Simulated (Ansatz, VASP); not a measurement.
# Sc3Al in VASP and in Ansatz

```
CELL_PARAMETERS angstrom
4.12691 0.00000 0.00000
0.00000 4.12691 0.00000
0.00000 0.00000 4.12691
ATOMIC_POSITIONS crystal
Sc 0.50000 0.00000 0.50000
Sc 0.00000 0.50000 0.50000
Sc 0.50000 0.50000 0.00000
Al 0.00000 0.00000 0.00000
```

Alike in both runs: functional r2SCAN; k mesh 6 × 6 × 6; no spin polarisation.

Ansatz relaxed the structure, and its values are those at the end. VASP's run is a single point on that final structure, the one shown.

|  | VASP | Ansatz |
| --- | --- | --- |
| version | VASP 6.6.1 | Ansatz 0.2.0 |
| potentials or method | VASP PAW PBE potentials, release 64 (Sc_sv, Al) | plane waves, PAW |
| plane-wave cutoff (eV) | 520 | 500 |
| occupations | gaussian, width 0.1 eV | gaussian |
| valence electrons in the cell | 36 | 36 |

|  | VASP | Ansatz | Ansatz less VASP |
| --- | --- | --- | --- |
| pressure (GPa) | 20.4 | 20.0 | -0.40 |

Caveats: so large a pressure means that the cell lies far from this level's equilibrium, or that cutoff or potentials fall short (VASP); the potentials were made for another functional, which shifts forces and pressure (VASP).
